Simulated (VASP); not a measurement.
# Si (Fd-3m) in VASP: a series of runs, part 2 of 2

VASP 6.6.1.

## Step 4: Single point, PBE-based screened hybrid

File POSCAR:

```
Si
1.0
    3.8375530000      0.0000000000      0.0000000000
    1.9187765000      3.3234183864      0.0000000000
    1.9187765000      1.1078061288      3.1333489036
Si
2
Direct
    0.7500000000      0.7500000000      0.7500000000
    0.5000000000      0.5000000000      0.5000000000
```

File INCAR.step1:

```
SYSTEM = Si
PREC = Accurate
ENCUT = 520
EDIFF = 1E-5
ISMEAR = 0
SIGMA = 0.01
LREAL = .False.
LASPH = .True.
NELM = 60
ALGO = Normal
ISIF = 2
LWAVE = .True.
LCHARG = .False.
GGA = PE
NBANDS = 11
```

File INCAR.step2:

```
SYSTEM = Si
PREC = Accurate
ENCUT = 520
EDIFF = 1E-7
ISMEAR = 0
SIGMA = 0.01
LREAL = .False.
LASPH = .True.
NELM = 60
ALGO = Normal
ISIF = 2
LWAVE = .False.
LCHARG = .False.
GGA = PE
LHFCALC = .True.
AEXX = 0.2
HFSCREEN = 0.20786987370883472
PRECFOCK = Normal
ISTART = 1
NBANDS = 11
```

File KPOINTS:

```
regular mesh
0
Gamma
  4 4 4
  0 0 0
```

Potentials or basis: VASP PAW PBE potentials, release 64 (Si).

On the command line:

```
$ cat potpaw_PBE.64/Si/POTCAR > POTCAR
$ cp INCAR.step1 INCAR
$ mpirun -np 1 vasp_std > vasp.out
$ cp INCAR.step2 INCAR
$ mpirun -np 1 vasp_std > vasp.out
```

OUTCAR:

```text
SYSTEM = Si
   PREC = Accurate
   ENCUT = 520
   EDIFF = 1E-7
   ISMEAR = 0
   LREAL = .False.
   LASPH = .True.
   NELM = 60
   ISIF = 2
   GGA = PE
   LHFCALC = .True.
   AEXX = 0.2
   HFSCREEN = 0.20786987370883472
   PRECFOCK = Normal
   ISTART = 1

 ion  position               nearest neighbor table
   1  0.750  0.750  0.750-   2 2.35   2 2.35   2 2.35   2 2.35
   2  0.500  0.500  0.500-   1 2.35   1 2.35   1 2.35   1 2.35

  LATTYP: Found a face centered cubic cell.
 ALAT       =     5.4271194990

  Lattice vectors:

 A1 = (   3.8375530000,   0.0000000000,   0.0000000000)
 A2 = (   1.9187765000,   3.3234183864,   0.0000000000)
 A3 = (   1.9187765000,   1.1078061288,   3.1333489036)

Analysis of symmetry for initial positions (statically):
=====================================================================
 Subroutine PRICEL returns:
 Original cell was already a primitive cell.

 Routine SETGRP: Setting up the symmetry group for a
 face centered cubic supercell.

 Subroutine GETGRP returns: Found 48 space group operations
 (whereof 24 operations were pure point group operations)
 out of a pool of 48 trial point group operations.

The static configuration has the point symmetry T_d .
 The point group associated with its full space group is O_h .

Analysis of symmetry for dynamics (positions and initial velocities):
=====================================================================
 Subroutine PRICEL returns:
 Original cell was already a primitive cell.

 Routine SETGRP: Setting up the symmetry group for a
 face centered cubic supercell.

 Subroutine GETGRP returns: Found 48 space group operations
 (whereof 24 operations were pure point group operations)
 out of a pool of 48 trial point group operations.

The dynamic configuration has the point symmetry T_d .
 The point group associated with its full space group is O_h .

[... 115 lines left out ...]
   HFSCREENC=   0.2079 screening length for correlation (either q_TF or 0.3 A-1)
   ENCUTFOCK=  -1.0 apply spherical cutoff to Coloumb kernel
   IVDW    =     0    specifies the selected vdW correction
   LEPSILON=     F    determine dielectric tensor
   LRPA    =     F    only Hartree local field effects (RPA)
 non-spin polarized calculation
 Gauss-broadening in eV      SIGMA  =   0.01
  energy-cutoff  :      520.00
  volume of cell :       39.96
 maximum number of plane-waves:      1090
 NGX is ok and might be reduce to    30
  NGX = 24; NGY = 24; NGZ = 24

 number of electron       8.0000000 magnetization

 Free energy of the ion-electron system (eV)
  ---------------------------------------------------
  ext. energy  EPLUGINS =         0.00000000
  ---------------------------------------------------
  free energy    TOTEN  =       -12.03052544 eV

  energy without entropy =      -12.03052544  energy(sigma->0) =      -12.03052544

 E-fermi :   5.6837     XC(G=0):  -8.1468

 val. band max:        5.5819348637   @ k =   0.0000   0.0000   0.0000
 cond. band min:       6.7726904915   @ k =   0.5000   0.5000   0.0000
 fundamental gap:      1.1907556278
 Fermi energy:         5.6837332651

 k-point     1 :       0.0000    0.0000    0.0000
  band No.  band energies     occupation
      1      -7.4379      2.00000
      2       5.5819      2.00000
      3       5.5819      2.00000
      4       5.5819      2.00000
      5       8.7674      0.00000
      6       8.7674      0.00000
      7       8.7674      0.00000
      8       9.7794      0.00000
      9      14.1590      0.00000
     10      14.1590      0.00000
     11      14.2464      0.00000
[... 85 lines left out ...]
 k-point     8 :      -0.2500    0.5000    0.2500
  band No.  band energies     occupation
      1      -2.7235      2.00000
      2      -2.7235      2.00000
      3       1.4629      2.00000
      4       1.4629      2.00000
      5      10.4821      0.00000
      6      10.4821      0.00000
      7      11.3817      0.00000
      8      11.3817      0.00000
      9      17.2488      0.00000
     10      17.2488      0.00000
     11      19.7525      0.00000

------------------------ aborting loop because EDIFF is reached ----------------------------------------

  FORCE on cell =-STRESS in cart. coord.  units (eV):
  Direction    XX          YY          ZZ          XY          YZ          ZX
  --------------------------------------------------------------------------------------
  -------------------------------------------------------------------------------------
  Total        0.3300285      0.3300285      0.3300285      0.0000000     -0.0000000     -0.0000000
  in kB       13.2316473     13.2316473     13.2316473      0.0000000     -0.0000000     -0.0000000
  external PRESSURE =      13.2316473 kB  Pullay stress =       0.0000000 kB

 VOLUME and BASIS-vectors are now :
 -----------------------------------------------------------------------------
  energy-cutoff  :      520.00
  volume of cell :       39.96
      direct lattice vectors                 reciprocal lattice vectors
     3.837553000  0.000000000  0.000000000     0.260582720 -0.150447504 -0.106382450
     1.918776500  3.323418386  0.000000000     0.000000000  0.300895007 -0.106382450
     1.918776500  1.107806129  3.133348904     0.000000000  0.000000000  0.319147350

 POSITION                                       TOTAL-FORCE (eV/Angst)
 -----------------------------------------------------------------------------------
      5.75633      3.32342      2.35001        -0.000000     -0.000000     -0.000000
      3.83755      2.21561      1.56667         0.000000      0.000000      0.000000
 -----------------------------------------------------------------------------------
    total drift:                               -0.000000     -0.000000     -0.000000

  FREE ENERGIE OF THE ION-ELECTRON SYSTEM (eV)
  ---------------------------------------------------
  free  energy   TOTEN  =       -12.0305254443 eV

  energy  without entropy=      -12.0305254443  energy(sigma->0) =      -12.03052544
```

OUTCAR.step1:

```text
SYSTEM = Si
   PREC = Accurate
   ENCUT = 520
   EDIFF = 1E-5
   ISMEAR = 0
   LREAL = .False.
   LASPH = .True.
[... 318 lines left out ...]
      5.75633      3.32342      2.35001        -0.000000      0.000000      0.000000
      3.83755      2.21561      1.56667         0.000000     -0.000000     -0.000000
 -----------------------------------------------------------------------------------
    total drift:                               -0.000000     -0.000000      0.000000

  FREE ENERGIE OF THE ION-ELECTRON SYSTEM (eV)
  ---------------------------------------------------
  free  energy   TOTEN  =       -10.6555774428 eV

  energy  without entropy=      -10.6555774428  energy(sigma->0) =      -10.65557744
```

It took 73 s on 1 thread of AMD EPYC 9R45 (Zen 5), shared host; peak memory 0.22 GiB.

What came out:

| Property | Result |
| --- | --- |
| Free energy | -12.0305 eV |
| Pressure | 1.3 GPa |
| Band gap on the k mesh | 1.19 eV, indirect (least direct gap 3.19 eV) |

Caveat: the k mesh is coarse (spacing up to 0.50 Å⁻¹), so the values aren't converged; the PAW data sets were made with another functional, which shifts forces and pressure a little.

## Step 5: Overview

```tsv
share of exact exchange	gap on the mesh (eV)	pressure (GPa)
0.35	1.59	0.3
0.05	0.81	2.4
0.2	1.19	1.3
```

Alike in all rows: task single point; level PBE-based screened hybrid; potentials or basis VASP PAW PBE potentials, release 64 (Si); no spin polarisation; cell as given; k mesh 4 × 4 × 4; cutoff (eV) 520; smearing gaussian 0.01 eV; the mesh is coarse, so values aren't converged.

Caveats: all runs use coarse meshes; the PAW data sets were made with another functional, which shifts forces and pressure a little.

Absolute energies hang on the potentials; compare differences alone.
